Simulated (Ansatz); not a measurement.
ZrSe2:

```
Zr Se
1.0
     3.79800    0.00000    0.00000
    -1.89900    3.28916    0.00000
     0.00000    0.00000    6.19200
Zr Se
1 2
Direct
  0.00000 0.00000 0.00000
  0.66667 0.33333 0.75000
  0.33333 0.66667 0.25000
```

* Program: Ansatz 0.2.0
* Task: relaxation of cell and atoms
* Functional: revPBE
* Dispersion: D3(BJ)
* Potentials or basis: Ansatz PAW
* Cutoff: 420 eV (not typed: the program's choice for these potentials)
* k mesh: 8 × 8 × 5
* Occupations: fermi-dirac, width 0.05 eV
* Spin: no spin polarisation

At the start: volume 25.78 Å³/atom.

Question: Where does the relaxation end?

Answer: It ends after 6 steps and the volume is 23.47 Å³/atom (-9.0 %); space group P-3m1 (No. 164, to 0.05 Å).

The path:
| step | energy change (eV) | largest force (eV/Å) | volume (Å³) |
| --- | --- | --- | --- |
| 1 | 0.0000 | 0.3632 | 77.35 |
| 2 | -0.0213 | 0.7355 | 70.07 |
| 3 | -0.0782 | 0.0700 | 71.48 |
| 4 | -0.0820 | 0.0174 | 70.32 |
| 5 | -0.0821 | 0.0001 | 70.40 |
| 6 | -0.0815 | 0.0002 | 70.40 |

Final structure:
```yaml
crystal:
  lattice:
    - [3.71005, 0.00000, 0.00000]
    - [-1.85502, 3.21299, 0.00000]
    - [0.00000, 0.00000, 5.90546]
  atoms:
    - { symbol: Zr, position: [0.00000, 0.00000, 0.00000] }
    - { symbol: Se, position: [0.66667, 0.33333, 0.72811] }
    - { symbol: Se, position: [0.33333, 0.66667, 0.27189] }
```

Caveat: the plane-wave basis is chosen anew once the cell has moved, so the energies of steps on either side of that aren't comparable; the PAW data sets come from PBE, with cores solved anew for the run's functional, which leaves a small shift of forces and pressure.
